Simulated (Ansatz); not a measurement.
# TaN (P4/nmm) in Ansatz: further runs, part 2 of 2

Ansatz 0.2.0. Earlier steps stand in the parts before.

## 3. Relaxation of cell and atoms, LDA+U

Contents of input.yaml:

```yaml
crystal:
  lattice:
    - [3.39912194, 0.0, 0.0]
    - [0.0, 3.39912194, 0.0]
    - [0.0, 0.0, 4.97696369]
  atoms:
    - { symbol: Ta, position: [0.0, 0.0, 0.0] }
    - { symbol: Ta, position: [0.5, 0.5, 0.0] }
    - { symbol: "N", position: [0.5, 0.0, 0.267] }
    - { symbol: "N", position: [0.0, 0.5, 0.733] }
hamiltonian:
  xc: lda
  pseudopotentials: { kind: paw }
  hubbard: { sites: [{ species: Ta, l: d, u_eff: 1.0 }] }
kpoints:
  mp_grid: { grid: [8, 8, 6] }
scf:
  occupations: { method: fermi_dirac, width: 0.05 }
output:
  forces: true
  stress: true
  eigenvalues: true
relax:
  f_tol: 0.01
  max_steps: 40
  cell: { stress_tol: 0.05 }
```

Potentials or basis: Ansatz PAW.

Run with:

```sh
$ ansatz run input.yaml --threads 2 --pin off --max-ram 5632MiB --backend cpu --events-out ev --progress --plain --runs-dir out
```

The log of the run:

```text
Warning: RAYON_NUM_THREADS=2 ignored (pool sized by the plan → 2); use --threads N
Ta: projections on atomic orbitals take those of the free atom [Kr 4d10 4f14] 5s2 5p6 5d3 6s2, of charge +0.00 (hamiltonian.pseudopotentials.projection_atoms); the dataset's partial waves leave at most 6.0e-5 of an orbital's norm unspanned inside its sphere
N: projections on atomic orbitals take those of the free atom [He] 2s2 2p3, of charge +0.00 (hamiltonian.pseudopotentials.projection_atoms); the dataset's partial waves leave at most 9.3e-9 of an orbital's norm unspanned inside its sphere
Engine: ansatz 0.2.0, aarch64-unknown-linux-gnu
Pseudopotentials: kind: paw
Pseudopotential: Ta, paw, valence charge 13, recommended cutoff 420 eV (normal), Ta.paw.azcp
Pseudopotential: N, paw, valence charge 5, recommended cutoff 420 eV (normal), N.paw.azcp
Functional definition: SPW92
  exchange = slater_x
  correlation = pw_c
Crystal: 4 atoms, lattice volume = 57.504 Å³
Basis set: ecut = 420 eV, 1109 PW (Γ)
Bands: 22, of which v1, the nominal top of the filled ones, is band 18 counted from 1 (17 counted from 0)
Symmetry: 16 space group operations
Space group: P4/nmm (ITA 129), of the structure as read, at distance tolerance 3.9e-5 Å
k-points: 60 of 384
Non-local potential: Ta, projectors of the file, l = 0: 3, l = 1: 2, l = 2: 2, l = 3: 1
Non-local potential: N, projectors of the file, l = 0: 2, l = 1: 2, l = 2: 1
PAW form: soft (Blöchl's): semilocal exchange-correlation on the pseudo side does not see the compensation charge
PAW frozen core: Ta, regenerated for the run's functional, and the local potential with it (the file was generated under x = pbe(κ = 0.804, μ = 0.2195149727645171), c = pbe(β = 0.06672455060314922))
PAW frozen core: N, regenerated for the run's functional, and the local potential with it (the file was generated under x = pbe(κ = 0.804, μ = 0.2195149727645171), c = pbe(β = 0.06672455060314922))
PAW one-centre angular grid: Ta, 590 points (default); XC on 64 Gauss nodes
PAW one-centre angular grid: N, 110 points (default); XC on 64 Gauss nodes
Initial density: superposition of atomic densities (chi_scale 0.1, normalization cell, long waves of neutral atoms under a Hubbard term (reshape's long-wave potential 0.07 eV rms, cloud 2.41 Å wide))
Initial wavefunctions: pseudopotential atomic-orbital guess
Functional: x = slater, c = lda
SCF iter   1: F=—  HF=-20110.209242 eV  |F-HF|=—  |Δ(HF+E_count)|=         —  Δρ=1.10e-1  dr2=1.64e1  ethr=3.10e-3  ⟨swp⟩=6.9  Hψ=6651  notcnv=0
preconditioner: auto → Kerker (q_TF=auto, 2.523 Å⁻¹)  [metal: Δε(μ)=0.033 eV  Ē_g=7.666 eV  σ=0.050 eV  W_gap=0.16  n_scr=14 (ndim 8)  ℏωp=21.9 eV  f_vac=0.000  D(μ)=3.11/eV (n_scr^D=28)]
SCF iter   2: F=—  HF=-20108.224061 eV  |F-HF|=—  |Δ(HF+E_count)|=    1.99e0  Δρ=4.80e-2  dr2=3.09e0  ethr=3.10e-3  ⟨swp⟩=3.0  Hψ=2865  notcnv=0  defer=5
SCF iter   3: F=—  HF=-20107.542959 eV  |F-HF|=—  |Δ(HF+E_count)|=   6.81e-1  Δρ=2.71e-2  dr2=1.67e0  ethr=3.10e-3  ⟨swp⟩=2.2  Hψ=2402  notcnv=0
SCF iter   4: F=—  HF=-20107.083736 eV  |F-HF|=—  |Δ(HF+E_count)|=   4.59e-1  Δρ=1.01e-2  dr2=1.21e-1  ethr=3.10e-3  ⟨swp⟩=2.2  Hψ=2081  notcnv=0
SCF iter   5: F=—  HF=-20107.065636 eV  |F-HF|=—  |Δ(HF+E_count)|=   1.81e-2  Δρ=3.07e-3  dr2=6.47e-3  ethr=3.35e-4  ⟨swp⟩=2.2  Hψ=2406  notcnv=0
SCF iter   6: F=—  HF=-20107.065930 eV  |F-HF|=—  |Δ(HF+E_count)|=   2.94e-4  Δρ=7.57e-4  dr2=6.40e-4  ethr=1.80e-5  ⟨swp⟩=2.6  Hψ=2126  notcnv=0
SCF iter   7: F=—  HF=-20107.065926 eV  |F-HF|=—  |Δ(HF+E_count)|=   3.21e-6  Δρ=1.89e-4  dr2=2.54e-5  ethr=1.78e-6  ⟨swp⟩=2.0  Hψ=1661  notcnv=0
SCF iter   8: F=—  HF=-20107.065929 eV  |F-HF|=—  |Δ(HF+E_count)|=   2.75e-6  Δρ=4.11e-5  dr2=1.06e-6  ethr=7.05e-8  ⟨swp⟩=2.3  Hψ=1789  notcnv=0
SCF iter   9: F=-20107.065930 eV  HF=-20107.065929 eV  |F-HF|=1.56e-8  |Δ(HF+E_count)|=   4.18e-7  Δρ=8.09e-6  dr2=3.05e-8  ethr=2.78e-10  ⟨swp⟩=7.3  Hψ=6808  notcnv=0
SCF 1 converged in 9 iterations: F = -20107.065930 eV  dr2 = 3.05e-8
relax step   1: F+E_penalty+E_count = -20107.06592951 eV  Δ(F+E_penalty+E_count) = +0.000e0 eV  max|allowed force component| = 3.408e0 eV/Å  Δτ_max = 0.0000 Å  P = +26.536 GPa  Ω = 57.504 Å³  (9 SCF iters, dr2 threshold 1.00e-7 eV, accepted)
Crystal: 4 atoms, lattice volume = 61.836 Å³
Basis set: ecut = 420 eV, 1205 PW (Γ)
Initial density: handed on by an earlier stage of this run
[... 231 lines left out ...]
SCF iter   1: F=—  HF=-20113.936403 eV  |F-HF|=—  |Δ(HF+E_count)|=         —  Δρ=1.70e-6  dr2=1.22e-9  ethr=2.00e-8  ⟨swp⟩=3.6  Hψ=9931  notcnv=0
SCF iter   2: F=—  HF=-20113.936403 eV  |F-HF|=—  |Δ(HF+E_count)|=   2.11e-7  Δρ=9.33e-7  dr2=3.63e-10  ethr=3.38e-12  ⟨swp⟩=3.0  Hψ=2792  notcnv=0
SCF iter   3: F=—  HF=-20113.936403 eV  |F-HF|=—  |Δ(HF+E_count)|=  1.09e-11  Δρ=4.30e-7  dr2=1.14e-10  ethr=1.01e-12  ⟨swp⟩=2.1  Hψ=1727  notcnv=0
SCF iter   4: F=-20113.936403 eV  HF=-20113.936403 eV  |F-HF|=3.64e-12  |Δ(HF+E_count)|=  2.91e-11  Δρ=1.76e-7  dr2=1.94e-11  ethr=1.00e-12  ⟨swp⟩=4.4  Hψ=4493  notcnv=0
SCF 22 converged in 4 iterations: F = -20113.936403 eV  dr2 = 1.94e-11
relax step  22: F+E_penalty+E_count = -20113.93640329 eV  Δ(F+E_penalty+E_count) = -1.570e-5 eV  max|allowed force component| = 5.686e-6 eV/Å  Δτ_max = 0.0000 Å  P = -0.000 GPa  Ω = 51.175 Å³  stress off target by 1.81e-4 GPa  SCF on the basis re-selected at this cell (its energy is not comparable with the rows above)  (4 SCF iters)
basis re-selected at this cell: Δ(F+E_penalty+E_count) = -1.570e-5 eV, ΔP = +0.000 GPa vs the last step (what re-selecting the basis moved, of the pressure what is left beyond the Pulay correction that the steps carried, after the strain that the cell walked since its last selection, with what the two solves' SCF thresholds leave and, on support functions, any second-order correction that the steps lacked; it is no measure of the basis error at this ecutwfc). This SCF's stress stands 1.81e-4 GPa from its target on what of the cell is left free (relax.cell.stress_tol is 5.00e-2 GPa) and its largest allowed force component is 5.69e-6 eV/Å (relax.f_tol is 1.00e-2 eV/Å): within both
SCF converged after 4 iterations
Free energy (F): -20113.936403 eV
Harris-Foulkes:  -20113.936403 eV  (|F-HF|=3.64e-12)
Internal energy: -20113.924098 eV  (E = F + TS)
E sigma→0 (E₀):  -20113.930251 eV
Entropy (-TS):   -0.012305 eV (-3.076 meV/atom)
Fermi energy:    16.137717 eV
--- Per-component energies (eV) ---
  E_band       = -244.229643
  E_kinetic    = 995.259932
  E_local      = -1688.798205  (includes V_loc(G=0)·N_el)
  E_nonlocal   = 135.879552
  E_hartree    = 575.002286
  E_xc         = -552.720937
  E_vxc        = -560.202138  (∫ρ·V_xc dr)
  E_hubbard    = 2.291343  (on-site DFT+U / exact-exchange correction)
  E_vhub       = 0.878799  (the Hubbard potential's part of the band-sum identity)
  E_paw        = -16534.739603  (= ΣΔE_a)
  E_vpaw       = -277.252772  (= ΣTr[D̂ρ^β])
  E_aug_tail   = 0.000516  (compensation charges beyond the density's cutoff)
  E_ewald      = -3046.776876
  E_core_change = 0.677894  (= ΣΔE_core)
  E_smearing   = -0.012305  (= −TS)
  E_closure    = -0.000000  (closes the sum)
  Σ components = -20113.936403   (vs F -20113.936403, Δ=0.00e0)
--- Forces (eV/Å), atoms counted from 1 ---
  atom   1  Ta     0.00000000     0.00000000    -0.00000000
  atom   2  Ta     0.00000000     0.00000000     0.00000000
  atom   3  N      0.00000000     0.00000000    -0.00000569
  atom   4  N      0.00000000     0.00000000     0.00000569
  max |Σ_I F_I| component: 0.00e0 eV/Å
--- Stress (GPa, compression-positive) ---
       -0.000181       0.000000       0.000000
        0.000000      -0.000181       0.000000
        0.000000       0.000000      -0.000068
  P = ⅓ Tr σ = -0.0001 GPa (-0.001 kbar)
--- Band table (eV; the first three rows and the last of 60) ---
  k-point 0: bands = ["-52.4168", "-52.3316", "-19.4089", "-19.4089", "-18.7558", "-18.7558", "-18.6395", "-18.5125", "-0.6909", "0.1599", "11.7484", "12.0317", "12.0317", "12.4963", "13.6710", "13.6710", "14.0591", "14.1357", "14.7600", "17.2216", "17.2216", "18.8242"]
  k-point 1: bands = ["-52.4096", "-52.3248", "-19.3930", "-19.3930", "-18.7782", "-18.7444", "-18.7444", "-18.6393", "-0.5293", "0.2695", "11.5952", "12.1180", "12.1180", "12.6405", "13.7328", "13.7328", "14.0759", "14.7961", "15.2160", "16.0193", "16.0193", "18.8820"]
  k-point 2: bands = ["-52.3950", "-52.3110", "-19.3615", "-19.3615", "-19.0470", "-18.8859", "-18.7216", "-18.7216", "-0.1892", "0.5028", "10.7787", "12.3852", "12.3852", "12.8873", "12.9499", "13.8729", "13.8729", "14.2791", "14.2791", "17.5597", "17.7076", "17.7076"]
  k-point 59: bands = ["-52.3442", "-52.3442", "-19.5182", "-19.5182", "-19.0854", "-19.0854", "-18.5978", "-18.5978", "2.7216", "2.7216", "8.0447", "8.0447", "9.1526", "9.1526", "9.8940", "9.8940", "17.9145", "17.9145", "18.6004", "18.6004", "19.2174", "19.2174"]
Occupation matrices written to <dir>
--- Relaxed structure (19 steps of the walk, 19 accepted, 3 SCFs on fresh bases) ---
  F+E_penalty+E_count = -20113.93640329 eV   max|allowed force component| = 5.686e-6 eV/Å   (the final SCF, on the basis selected at the relaxed cell)
  cell:  # Å, volume = 51.1752 Å³
    - [4.138441593970991, -3.394770338152406e-33, 0.0]
    - [-4.242800399205309e-33, 4.138441593970991, 0.0]
    - [0.0, 0.0, 2.988038910203524]
  atoms:
    - { symbol: Ta, position: [-4.24981813899124e-34, 3.359237606609663e-35, -1.6446176370729667e-34] }
    - { symbol: Ta, position: [0.5, 0.5, 4.5468840554370255e-34] }
    - { symbol: N, position: [0.5, -2.5775048453443307e-35, 4.789343209835151e-7] }
    - { symbol: N, position: [4.051730757592086e-34, 0.5, 0.9999995210656794] }
```

Run time: 73 s. Hardware: 2 threads of Arm Neoverse V1, shared host; peak memory 0.42 GiB.

What came out:

| Property | Result |
| --- | --- |
| Free energy | -20113.9364 eV |
| Relaxed volume | 12.79 Å³/atom |
| Relaxed cell | a = 4.138 Å, b = 4.138 Å, c = 2.988 Å, α = 90.00°, β = 90.00°, γ = 90.00° |
| Space group after relaxing (to 0.05 Å) | P4/mmm (No. 123) |
| Energy gained by relaxing | 1717.6 meV/atom |
| Ionic steps | 22 |
| Pressure after relaxing | 0.0 GPa |
| Band gap on the k mesh | none (metal or under the smearing width) |

The path:
| step | energy change (eV) | largest force (eV/Å) | volume (Å³) |
| --- | --- | --- | --- |
| 1 | 0.0000 | 3.4081 | 57.50 |
| 2 | -2.2632 | 2.7837 | 61.84 |
| 3 | -3.7237 | 1.2266 | 64.79 |
| 4 | -4.2628 | 0.9229 | 66.68 |
| 5 | -4.6041 | 0.9320 | 65.52 |
| 6 | -4.9118 | 0.7697 | 63.38 |
| 7 | -5.2454 | 0.6446 | 60.41 |
| 8 | -5.6246 | 0.5832 | 57.20 |
| 9 | -6.0267 | 0.6534 | 53.89 |
| 10 | -6.3058 | 0.6109 | 50.68 |
| 11 | -6.4133 | 0.6877 | 49.91 |
| 12 | -6.5274 | 0.4211 | 50.71 |
| 13 | -6.5363 | 0.0155 | 49.49 |
| 14 | -6.5832 | 0.0013 | 50.39 |
| 15 | -6.5833 | 0.0007 | 50.69 |
| 16 | -6.5837 | 0.0010 | 50.61 |
| 17 | -6.8575 | 0.0010 | 50.61 |
| 18 | -6.8687 | 0.0051 | 51.14 |
| 19 | -6.8686 | 0.0000 | 51.17 |
| 20 | -6.8705 | 0.0000 | 51.17 |
| 21 | -6.8705 | 0.0000 | 51.18 |
| 22 | -6.8705 | 0.0000 | 51.18 |

Final structure:
```cif
data_structure
_symmetry_space_group_name_H-M 'P 1'
_symmetry_Int_Tables_number 1
_cell_length_a 4.1384
_cell_length_b 4.1384
_cell_length_c 2.9880
_cell_angle_alpha 90.000
_cell_angle_beta 90.000
_cell_angle_gamma 90.000
_cell_volume 51.18
loop_
_atom_site_label
_atom_site_type_symbol
_atom_site_fract_x
_atom_site_fract_y
_atom_site_fract_z
_atom_site_occupancy
Ta1 Ta 0.00000 0.00000 0.00000 1
Ta2 Ta 0.50000 0.50000 0.00000 1
N1 N 0.50000 0.00000 0.00000 1
N2 N 0.00000 0.50000 0.00000 1
```

Eigenvalues of the final occupation matrices:
| site | spin | trace | eigenvalues |
| --- | --- | --- | --- |
| site 1 | 1 | 1.85 | 0.32 0.32 0.36 0.37 0.49 |
| site 2 | 1 | 1.85 | 0.32 0.32 0.36 0.37 0.49 |

Caveat: the electronic state changed during the relaxation; the plane-wave basis is chosen anew once the cell has moved, so the energies of steps on either side of that aren't comparable; the pressure holds a Pulay correction of +0.5 GPa for the finite cutoff; U without spin polarisation on a metal has little footing; the PAW data sets come from PBE, with cores solved anew for the run's functional, which leaves a small shift of forces and pressure. Spin-orbit coupling is left out, which matters for the levels of Ta.

## 4. Relaxation of cell and atoms, LDA+U

Edit input.yaml of step 3 so:

```diff
@@ -13,3 +13,3 @@
   pseudopotentials: { kind: paw }
-  hubbard: { sites: [{ species: Ta, l: d, u_eff: 1.0 }] }
+  hubbard: { sites: [{ species: Ta, l: d, u_eff: 2.0 }] }
 kpoints:
```

Run with:

```sh
$ ansatz run input.yaml --threads 2 --pin off --max-ram 5632MiB --backend cpu --events-out ev --progress --plain --runs-dir out
```

It took 74 s on 2 threads of Arm Neoverse V1, shared host; peak memory 0.42 GiB.

It converged, with:

```yaml
Free_energy: -20111.6512 eV
Relaxed_volume: 12.83 Å³/atom
Relaxed_cell: a = 4.142 Å, b = 4.142 Å, c = 2.992 Å, α = 90.00°, β = 90.00°, γ = 90.00°
Space_group_after_relaxing_to_0.05_Å: P4/mmm (No. 123)
Energy_gained_by_relaxing: 1728.1 meV/atom
Ionic_steps: 21
Pressure_after_relaxing: 0.0 GPa
Band_gap_on_the_k_mesh: none (metal or under the smearing width)
```

Step by step:
| step | energy change (eV) | largest force (eV/Å) | volume (Å³) |
| --- | --- | --- | --- |
| 1 | 0.0000 | 3.4299 | 57.50 |
| 2 | -2.2829 | 2.7448 | 61.86 |
| 3 | -3.7898 | 1.2036 | 65.04 |
| 4 | -4.2867 | 0.9597 | 66.25 |
| 5 | -4.6452 | 0.9533 | 65.06 |
| 6 | -4.9808 | 0.8610 | 62.94 |
| 7 | -5.3793 | 0.5373 | 60.29 |
| 8 | -5.7595 | 0.4897 | 57.02 |
| 9 | -6.1456 | 0.5862 | 53.66 |
| 10 | -6.3703 | 0.5834 | 50.39 |
| 11 | -6.4510 | 0.6478 | 50.44 |
| 12 | -6.5663 | 0.4419 | 50.58 |
| 13 | -6.6210 | 0.0335 | 50.52 |
| 14 | -6.6220 | 0.0028 | 50.78 |
| 15 | -6.6221 | 0.0004 | 50.75 |
| 16 | -6.8989 | 0.0004 | 50.75 |
| 17 | -6.9104 | 0.0000 | 51.26 |
| 18 | -6.9104 | 0.0000 | 51.31 |
| 19 | -6.9122 | 0.0000 | 51.31 |
| 20 | -6.9122 | 0.0000 | 51.32 |
| 21 | -6.9122 | 0.0000 | 51.32 |

Final structure:
```yaml
crystal:
  lattice:
    - [4.14158, 0.00000, 0.00000]
    - [0.00000, 4.14158, 0.00000]
    - [0.00000, 0.00000, 2.99223]
  atoms:
    - { symbol: Ta, position: [0.00000, 0.00000, 0.00000] }
    - { symbol: Ta, position: [0.50000, 0.50000, 0.00000] }
    - { symbol: N, position: [0.50000, 0.00000, 0.00000] }
    - { symbol: N, position: [0.00000, 0.50000, 0.00000] }
```

Levels at points of the mesh, in eV from the Fermi level:
```csv
k point,band 15,band 16,band 17,band 18,band 19,band 20,band 21,band 22
"(0.00, 0.00, 0.00)",-2.53,-2.53,-2.20,-2.05,-1.42,1.14,1.14,2.69
"(0.00, 0.00, -0.50)",-3.01,-2.69,-2.69,-2.24,-2.24,1.11,1.11,2.92
"(0.00, -0.50, 0.00)",-3.37,-3.37,-2.75,-2.75,2.23,2.23,2.25,2.25
"(0.00, -0.50, -0.50)",-4.11,-4.11,-1.16,-1.16,2.47,2.47,2.58,2.58
"(-0.50, -0.50, 0.00)",-3.55,-3.55,-3.19,-3.19,3.90,3.90,4.03,4.03
"(-0.50, -0.50, -0.50)",-6.25,-6.25,1.84,1.84,2.34,2.34,3.08,3.08
```

Eigenvalues of the final occupation matrices:
| site | spin | trace | eigenvalues |
| --- | --- | --- | --- |
| site 1 | 1 | 1.84 | 0.31 0.31 0.36 0.37 0.50 |
| site 2 | 1 | 1.84 | 0.31 0.31 0.36 0.37 0.50 |

Caveat: the electronic state changed during the relaxation; the plane-wave basis is chosen anew once the cell has moved, so the energies of steps on either side of that aren't comparable; the pressure holds a Pulay correction of +0.5 GPa for the finite cutoff; U without spin polarisation on a metal has little footing; the PAW data sets come from PBE, with cores solved anew for the run's functional, which leaves a small shift of forces and pressure.

## 5. The runs side by side

| level | U | hubbard projectors | double counting | gap on the mesh (eV) | pressure (GPa) | relaxed volume (Å³/atom) |
| --- | --- | --- | --- | --- | --- | --- |
| LDA | - | - | - | none | 0.0 | 12.76 |
| LDA+U | Ta d U = 1 eV | ortho-atomic (the default) | fll (the default) | none | 0.0 | 12.79 |
| LDA+U | Ta d U = 2 eV | ortho-atomic (the default) | fll (the default) | none | 0.0 | 12.83 |

Alike in all rows: task relaxation of cell and atoms; potentials or basis Ansatz PAW; no spin polarisation; cell relaxed; k mesh 8 × 8 × 6; cutoff (eV) 420; smearing fermi-dirac 0.05 eV.

Caveats: the plane-wave basis is chosen anew once the cell has moved, so the energies of steps on either side of that aren't comparable; the PAW data sets come from PBE, with cores solved anew for the run's functional, which leaves a small shift of forces and pressure; the electronic state changed during the relaxation (some runs); U without spin polarisation on a metal has little footing (some runs).

Absolute energies hang on the potentials; compare differences alone.
